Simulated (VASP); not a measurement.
# InP (F-43m) in VASP: a series of runs

The runs below take InP through relaxation of cell and atoms, relaxation of the atoms, with r2SCAN.

All numbers are computed with VASP 6.6.1; they aren't measurements. Logs are shortened: lines on timing, memory, paths and dates and some standing lists are left out, and cuts for length are marked.

## 1. The structure

It takes space group F-43m (No. 216, cubic). Conventional cell: a = 5.861 Å, b = 5.861 Å, c = 5.861 Å, α = 90.00°, β = 90.00°, γ = 90.00°. In (site symmetry -43m) has 4 P at 2.54 Å as nearest neighbours. P (site symmetry -43m) is surrounded by 4 In at 2.54 Å.

## 2. Relaxation of cell and atoms, r2SCAN

The input, INCAR:

```
SYSTEM = InP
PREC = Accurate
ENCUT = 600
EDIFF = 1E-6
ISMEAR = 0
SIGMA = 0.03
LREAL = .False.
LASPH = .True.
NELM = 80
ALGO = Normal
ISIF = 3
LWAVE = .False.
LCHARG = .False.
METAGGA = R2SCAN
LMIXTAU = .True.
IBRION = 2
NSW = 90
EDIFFG = -0.01
```

The input, KPOINTS:

```
Automatic mesh
0
Gamma
  8 8 8
  0 0 0
```

The input, POSCAR:

```
InP
1.0
    0.0000000000      2.9305000000      2.9305000000
    2.9305000000      0.0000000000      2.9305000000
    2.9305000000      2.9305000000      0.0000000000
In P
1 1
Direct
    0.0000000000      0.0000000000      0.0000000000
    0.2500000000      0.2500000000      0.2500000000
```

Potentials or basis: VASP PAW PBE potentials, release 64 (In_d, P).

Started as:

```console
$ cat potpaw_PBE.64/In_d/POTCAR potpaw_PBE.64/P/POTCAR > POTCAR
$ mpirun -np 1 vasp_std > vasp.out
```

OUTCAR:

```text
SYSTEM = InP
   PREC = Accurate
   ENCUT = 600
   EDIFF = 1E-6
   ISMEAR = 0
   LREAL = .False.
   LASPH = .True.
   NELM = 80
   ISIF = 3
   METAGGA = R2SCAN
   IBRION = 2
   NSW = 90
   EDIFFG = -0.01

 ion  position               nearest neighbor table
   1  0.000  0.000  0.000-   2 2.54   2 2.54   2 2.54   2 2.54
   2  0.250  0.250  0.250-   1 2.54   1 2.54   1 2.54   1 2.54

  LATTYP: Found a face centered cubic cell.
 ALAT       =     5.8610000000

  Lattice vectors:

 A1 = (   0.0000000000,   2.9305000000,   2.9305000000)
 A2 = (   2.9305000000,   0.0000000000,   2.9305000000)
 A3 = (   2.9305000000,   2.9305000000,   0.0000000000)

Analysis of symmetry for initial positions (statically):
=====================================================================
 Subroutine PRICEL returns:
 Original cell was already a primitive cell.

 Routine SETGRP: Setting up the symmetry group for a
 face centered cubic supercell.

 Subroutine GETGRP returns: Found 24 space group operations
 (whereof 24 operations were pure point group operations)
 out of a pool of 48 trial point group operations.

The static configuration has the point symmetry T_d .

Analysis of symmetry for dynamics (positions and initial velocities):
=====================================================================
 Subroutine PRICEL returns:
 Original cell was already a primitive cell.

 Routine SETGRP: Setting up the symmetry group for a
 face centered cubic supercell.

 Subroutine GETGRP returns: Found 24 space group operations
 (whereof 24 operations were pure point group operations)
 out of a pool of 48 trial point group operations.

The dynamic configuration has the point symmetry T_d .

 Subroutine INISYM returns: Found 24 space group operations
 (whereof 24 operations are pure point group operations),
 and found     1 'primitive' translations

----------------------------------------------------------------------------------------

                                     Primitive cell

  volume of cell :      50.3333

  direct lattice vectors                    reciprocal lattice vectors
     0.000000000  2.930500000  2.930500000    -0.170619348  0.170619348  0.170619348
     2.930500000  0.000000000  2.930500000     0.170619348 -0.170619348  0.170619348
     2.930500000  2.930500000  0.000000000     0.170619348  0.170619348 -0.170619348

  length of vectors
     4.144352845  4.144352845  4.144352845     0.295521380  0.295521380  0.295521380

  position of ions in fractional coordinates (direct lattice)
     0.000000000  0.000000000  0.000000000
     0.250000000  0.250000000  0.250000000

  ion indices of the primitive-cell ions
   primitive index   ion index
                 1           1
                 2           2

----------------------------------------------------------------------------------------

 KPOINTS: Automatic mesh

Automatic generation of k-mesh.
 Grid dimensions read from file:
 generate k-points for:    8    8    8

 Generating k-lattice:

  Cartesian coordinates                     Fractional coordinates (reciprocal lattice)
    -0.021327419  0.021327419  0.021327419     0.125000000  0.000000000  0.000000000
     0.021327419 -0.021327419  0.021327419     0.000000000  0.125000000  0.000000000
     0.021327419  0.021327419 -0.021327419     0.000000000  0.000000000  0.125000000

  Length of vectors
     0.036940172  0.036940172  0.036940172

  Shift w.r.t. Gamma in fractional coordinates (k-lattice)
     0.000000000  0.000000000  0.000000000

 Subroutine IBZKPT returns following result:
 ===========================================

 Found     29 irreducible k-points:

 Following reciprocal coordinates:
            Coordinates               Weight
  0.000000  0.000000  0.000000      1.000000
  0.125000  0.000000  0.000000      8.000000
  0.250000  0.000000  0.000000      8.000000
  0.375000  0.000000  0.000000      8.000000
  0.500000  0.000000  0.000000      4.000000
  0.125000  0.125000  0.000000      6.000000
[... 16 lines left out ...]
  0.500000  0.250000  0.125000     48.000000
 -0.375000  0.250000  0.125000     24.000000
 [... further k-points ...]
   k-points           NKPTS =     29   k-points in BZ     NKDIM =     29   number of bands    NBANDS=     13
   number of dos      NEDOS =    301   number of ions     NIONS =      2
   total plane-waves  NPLWV =  46656
   dimension x,y,z NGX =    36 NGY =   36 NGZ =   36
   dimension x,y,z NGXF=    72 NGYF=   72 NGZF=   72
   ions per type =               1   1
   NGX,Y,Z   is equivalent  to a cutoff of  14.44, 14.44, 14.44 a.u.
   NGXF,Y,Z  is equivalent  to a cutoff of  28.88, 28.88, 28.88 a.u.
 SYSTEM =  InP
   PREC   = accura    normal or accurate (medium, high low for compatibility)
   ISTART =      0    job   : 0-new  1-cont  2-samecut
   ICHARG =      2    charge: 1-file 2-atom 10-const
   ISPIN  =      1    spin polarized calculation?
   LNONCOLLINEAR =      F non collinear calculations
   LSORBIT =      F    spin-orbit coupling
   LASPH  =      T    aspherical Exc in radial PAW
   ENCUT  =  600.0 eV  44.10 Ry    6.64 a.u.   8.28  8.28  8.28*2*pi/ulx,y,z
   NELM   =     80;   NELMIN=  2; NELMDL= -5     # of ELM steps
   EDIFF  = 0.1E-05   stopping-criterion for ELM
   LREAL  =      F    real-space projection
   EDIFFG = -.1E-01   stopping-criterion for IOM
   NSW    =     90    number of steps for IOM
   IBRION =      2    ionic relax: 0-MD 1-quasi-New 2-CG
   NFREE  =      1    steps in history (QN), initial steepest desc. (CG)
   ISIF   =      3    stress and relaxation
   ISYM   =      2    0-nonsym 1-usesym 2-fastsym
   POTIM  = 0.5000    time-step for ionic-motion
   TEBEG  =    0.0;   TEEND  =   0.0 temperature during run
   PSTRESS=    0.0 pullay stress
   NELECT =      18.0000    total number of electrons
   NUPDOWN=      -1.0000    fix difference up-down
   EMIN   =  10.00;   EMAX   =-10.00  energy-range for DOS
   EFERMI =   0.00;   METHOD = LEGACY
   ISMEAR =     0;   SIGMA  =   0.03  broadening in eV -4-tet -1-fermi 0-gaus
   EFERMI_NEDOS =   21; number of points for ismear=-14 and -15
   IALGO  =     38    algorithm
   IMIX   =      4    mixing-type and parameters
     AMIX     =   0.40;   BMIX     =  1.00
     AMIX_MAG =   1.60;   BMIX_MAG =  1.00
  volume/ion in A,a.u.               =      25.17       169.83
  Fermi-wavevector in a.u.,A,eV,Ry     =   1.162021  2.195901 18.371846  1.350293
  Thomas-Fermi vector in A             =   2.298587
   LORBIT       =      0    0 simple, 1 ext, 2 COOP (PROOUT), +10 PAW based schemes
   METAGGA = R2SCAN    functional components
   LHFCALC =     F    Hartree Fock is set to
   AEXX    =    0.0000 exact exchange contribution
   IVDW    =     0    specifies the selected vdW correction
   LEPSILON=     F    determine dielectric tensor
   LRPA    =     F    only Hartree local field effects (RPA)
 conjugate gradient relaxation of ions
 non-spin polarized calculation
 Gauss-broadening in eV      SIGMA  =   0.03
  energy-cutoff  :      600.00
  volume of cell :       50.33
 maximum number of plane-waves:      1700
 NGX is ok and might be reduce to    36
   NGX = 17   NGY = 17   NGZ = 17

--------------------------------------- Ionic step        1  -------------------------------------------

 number of electron      17.9999998 magnetization

 Free energy of the ion-electron system (eV)
  ---------------------------------------------------
  ext. energy  EPLUGINS =         0.00000000
  ---------------------------------------------------
  free energy    TOTEN  =       -32.29270640 eV

  energy without entropy =      -32.29270640  energy(sigma->0) =      -32.29270640

------------------------ aborting loop because EDIFF is reached ----------------------------------------

  FORCE on cell =-STRESS in cart. coord.  units (eV):
  Direction    XX          YY          ZZ          XY          YZ          ZX
  --------------------------------------------------------------------------------------
  -------------------------------------------------------------------------------------
  Total        0.5096757      0.5096757      0.5096757      0.0000000     -0.0000000      0.0000000
  in kB       16.2236798     16.2236798     16.2236798      0.0000000     -0.0000000      0.0000000
  external PRESSURE =      16.2236798 kB  Pullay stress =       0.0000000 kB
[... 57 lines left out ...]
  energy  without entropy=      -32.2959405462  energy(sigma->0) =      -32.29594055

--------------------------------------- Ionic step        3  -------------------------------------------

 number of electron      17.9999998 magnetization

 Free energy of the ion-electron system (eV)
  ---------------------------------------------------
  ext. energy  EPLUGINS =         0.00000000
  ---------------------------------------------------
  free energy    TOTEN  =       -32.29823060 eV

  energy without entropy =      -32.29823060  energy(sigma->0) =      -32.29823060

 E-fermi :   4.9335     XC(G=0):  -9.7786

 val. band max:        4.7727283885   @ k =   0.0000   0.0000   0.0000
 cond. band min:       5.8131806525   @ k =   0.0000   0.0000   0.0000
 fundamental gap:      1.0404522640
 Fermi energy:         4.9334842437

 k-point     1 :       0.0000    0.0000    0.0000
  band No.  band energies     occupation
      1      -9.8417      2.00000
      2      -9.8417      2.00000
      3      -9.8417      2.00000
      4      -9.6742      2.00000
      5      -9.6742      2.00000
      6      -7.0742      2.00000
      7       4.7727      2.00000
      8       4.7727      2.00000
      9       4.7727      2.00000
     10       5.8132      0.00000
     11       9.2131      0.00000
     12       9.2131      0.00000
     13       9.2131      0.00000
[... 353 lines left out ...]
 k-point    24 :      -0.3750    0.2500    0.1250
  band No.  band energies     occupation
      1      -9.9812      2.00000
      2      -9.7902      2.00000
      3      -9.7718      2.00000
      4      -9.6798      2.00000
      5      -9.6616      2.00000
      6      -5.0247      2.00000
      7      -0.7977      2.00000
      8       2.0860      2.00000
      9       3.1389      2.00000
     10       8.2515      0.00000
     11       9.2808      0.00000
     12      11.0421      0.00000
     13      12.4061      0.00000

 [... further k-points ...]

------------------------ aborting loop because EDIFF is reached ----------------------------------------

  FORCE on cell =-STRESS in cart. coord.  units (eV):
  Direction    XX          YY          ZZ          XY          YZ          ZX
  --------------------------------------------------------------------------------------
  -------------------------------------------------------------------------------------
  Total        0.0058229      0.0058229      0.0058229      0.0000000      0.0000000      0.0000000
  in kB        0.1813200      0.1813200      0.1813200      0.0000000      0.0000000      0.0000000
  external PRESSURE =       0.1813200 kB  Pullay stress =       0.0000000 kB
[... 17 lines left out ...]
  FREE ENERGIE OF THE ION-ELECTRON SYSTEM (eV)
  ---------------------------------------------------
  free  energy   TOTEN  =       -32.2982305984 eV

  energy  without entropy=      -32.2982305984  energy(sigma->0) =      -32.29823060

 reached required accuracy - stopping structural energy minimisation
```

Wall time 2.1 min (1 thread of Intel Xeon 6975P-C (Granite Rapids), shared host); peak memory 0.24 GiB.

What came out:

| Property | Result |
| --- | --- |
| Free energy | -32.2982 eV |
| Relaxed volume | 25.73 Å³/atom |
| Relaxed cell | a = 4.175 Å, b = 4.175 Å, c = 4.175 Å, α = 60.00°, β = 60.00°, γ = 60.00° |
| Space group after relaxing (to 0.05 Å) | F-43m (No. 216) |
| Energy gained by relaxing | 2.8 meV/atom |
| Ionic steps | 3 |
| Pressure after relaxing | 0.0 GPa |
| Band gap on the k mesh | 1.04 eV, direct |

The path:
```
step  energy change (eV)  largest force (eV/Å)  pressure (GPa)  volume (Å³)
   1              0.0000                0.0000            1.62        50.33
   2             -0.0032                0.0000           -0.91        52.21
   3             -0.0055                0.0000            0.02        51.45
```

Final structure:
```yaml
crystal:
  lattice:
    - [0.00000, 2.95206, 2.95206]
    - [2.95206, 0.00000, 2.95206]
    - [2.95206, 2.95206, 0.00000]
  atoms:
    - { symbol: In, position: [0.00000, 0.00000, 0.00000] }
    - { symbol: P, position: [0.25000, 0.25000, 0.25000] }
```

Levels at points of the mesh, in eV from the valence-band top:
| k point | band 6 | band 7 | band 8 | band 9 | band 10 | band 11 | band 12 | band 13 |
| --- | --- | --- | --- | --- | --- | --- | --- | --- |
| (0.00, 0.00, 0.00) | -11.85 | 0.00 | 0.00 | 0.00 | 1.04 | 4.44 | 4.44 | 4.44 |
| (0.50, 0.00, 0.00) | -10.12 | -5.76 | -0.98 | -0.98 | 1.81 | 5.16 | 5.16 | 7.50 |
| (0.50, 0.50, 0.00) | -9.46 | -5.78 | -2.33 | -2.33 | 2.04 | 2.55 | 9.74 | 10.16 |

Caveat: the PAW data sets were made with another functional, which shifts forces and pressure a little; spin-orbit coupling is left out, which moves the levels of the heavy elements. Zero-point motion and thermal expansion aren't in these numbers.

## 3. Relaxation of cell and atoms, r2SCAN

This run uses another cell than the first one, of 25.73 Å³/atom, 1.022 times its volume.

Changes to INCAR since step 2:

```diff
@@ -3,3 +3,3 @@
 ENCUT = 600
-EDIFF = 1E-6
+EDIFF = 1E-7
 ISMEAR = 0
@@ -17,2 +17,2 @@
 NSW = 90
-EDIFFG = -0.01
+EDIFFG = -0.005
```

KPOINTS is that of step 2.

The input, POSCAR:

```
InP                                     
1.0
   -0.0000000000      2.9520646736      2.9520646736
    2.9520646736     -0.0000000000      2.9520646736
    2.9520646736      2.9520646736      0.0000000000
  In              P             
     1     1
Direct
     0.0000000000000000    0.0000000000000000    0.0000000000000000
     0.2500000000000000    0.2500000000000000    0.2500000000000000
```

Potentials or basis: VASP PAW PBE potentials, release 64 (In_d, P).

Started as:

```console
$ cat potpaw_PBE.64/In_d/POTCAR potpaw_PBE.64/P/POTCAR > POTCAR
$ mpirun -np 1 vasp_std > vasp.out
```

OUTCAR:

```text
SYSTEM = InP
   PREC = Accurate
   ENCUT = 600
   EDIFF = 1E-7
   ISMEAR = 0
   LREAL = .False.
   LASPH = .True.
   NELM = 80
   ISIF = 3
   METAGGA = R2SCAN
   IBRION = 2
   NSW = 90
   EDIFFG = -0.005

 ion  position               nearest neighbor table
   1  0.000  0.000  0.000-   2 2.56   2 2.56   2 2.56   2 2.56
   2  0.250  0.250  0.250-   1 2.56   1 2.56   1 2.56   1 2.56

  LATTYP: Found a face centered cubic cell.
 ALAT       =     5.9041293472

  Lattice vectors:

 A1 = (   0.0000000000,   2.9520646736,   2.9520646736)
 A2 = (   2.9520646736,   0.0000000000,   2.9520646736)
 A3 = (   2.9520646736,   2.9520646736,   0.0000000000)

Analysis of symmetry for initial positions (statically):
[... 271 lines left out ...]
      4      -9.6770      2.00000
      5      -9.6770      2.00000
      6      -7.0752      2.00000
      7       4.7700      2.00000
      8       4.7700      2.00000
      9       4.7700      2.00000
     10       5.8087      0.00000
     11       9.2100      0.00000
     12       9.2100      0.00000
     13       9.2100      0.00000
[... 354 lines left out ...]
  band No.  band energies     occupation
      1      -9.9836      2.00000
      2      -9.7928      2.00000
      3      -9.7744      2.00000
      4      -9.6825      2.00000
      5      -9.6644      2.00000
      6      -5.0267      2.00000
      7      -0.7994      2.00000
      8       2.0841      2.00000
      9       3.1368      2.00000
     10       8.2478      0.00000
     11       9.2780      0.00000
     12      11.0386      0.00000
     13      12.4024      0.00000

 [... further k-points ...]

------------------------ aborting loop because EDIFF is reached ----------------------------------------

  FORCE on cell =-STRESS in cart. coord.  units (eV):
  Direction    XX          YY          ZZ          XY          YZ          ZX
  --------------------------------------------------------------------------------------
  -------------------------------------------------------------------------------------
  Total        0.0019567      0.0019567      0.0019567      0.0000000     -0.0000000     -0.0000000
  in kB        0.0609126      0.0609126      0.0609126      0.0000000     -0.0000000     -0.0000000
  external PRESSURE =       0.0609126 kB  Pullay stress =       0.0000000 kB
[... 17 lines left out ...]
  FREE ENERGIE OF THE ION-ELECTRON SYSTEM (eV)
  ---------------------------------------------------
  free  energy   TOTEN  =       -32.2984328085 eV

  energy  without entropy=      -32.2984328085  energy(sigma->0) =      -32.29843281

 reached required accuracy - stopping structural energy minimisation
```

CONTCAR:

```text
InP
   1.00000000000000
    -0.0000000000000000    2.9523302138841023    2.9523302138841023
     2.9523302138841023   -0.0000000000000000    2.9523302138841023
     2.9523302138841023    2.9523302138841023    0.0000000000000000
  In              P
     1     1
Direct
     0.0000000000000000    0.0000000000000000    0.0000000000000000
     0.2500000000000000    0.2500000000000000    0.2500000000000000

  0.00000000E+00  0.00000000E+00  0.00000000E+00
  0.00000000E+00  0.00000000E+00  0.00000000E+00
```

Wall time 2.3 min (1 thread of Intel Xeon 6975P-C (Granite Rapids), shared host); peak memory 0.24 GiB.

What came out:

| Property | Result |
| --- | --- |
| Free energy | -32.2984 eV |
| Relaxed volume | 25.73 Å³/atom |
| Relaxed cell | a = 4.175 Å, b = 4.175 Å, c = 4.175 Å, α = 60.00°, β = 60.00°, γ = 60.00° |
| Space group after relaxing (to 0.05 Å) | F-43m (No. 216) |
| Energy gained by relaxing | 0.0 meV/atom |
| Ionic steps | 3 |
| Pressure after relaxing | 0.0 GPa |
| Band gap on the k mesh | 1.04 eV, direct |

Final structure:
```yaml
crystal:
  lattice:
    - [0.00000, 2.95233, 2.95233]
    - [2.95233, 0.00000, 2.95233]
    - [2.95233, 2.95233, 0.00000]
  atoms:
    - { symbol: In, position: [0.00000, 0.00000, 0.00000] }
    - { symbol: P, position: [0.25000, 0.25000, 0.25000] }
```

Levels at points of the mesh, in eV from the valence-band top:
| k point | band 6 | band 7 | band 8 | band 9 | band 10 | band 11 | band 12 | band 13 |
| --- | --- | --- | --- | --- | --- | --- | --- | --- |
| (0.00, 0.00, 0.00) | -11.85 | 0.00 | 0.00 | 0.00 | 1.04 | 4.44 | 4.44 | 4.44 |
| (0.50, 0.00, 0.00) | -10.11 | -5.76 | -0.98 | -0.98 | 1.81 | 5.16 | 5.16 | 7.50 |
| (0.50, 0.50, 0.00) | -9.46 | -5.78 | -2.33 | -2.33 | 2.04 | 2.55 | 9.74 | 10.16 |

Caveat: the PAW data sets were made with another functional, which shifts forces and pressure a little; spin-orbit coupling is left out, which moves the levels of the heavy elements. r2SCAN opens gaps a little over a GGA but as a rule still falls short of measured ones.

(Continued in part 2 of 2.)
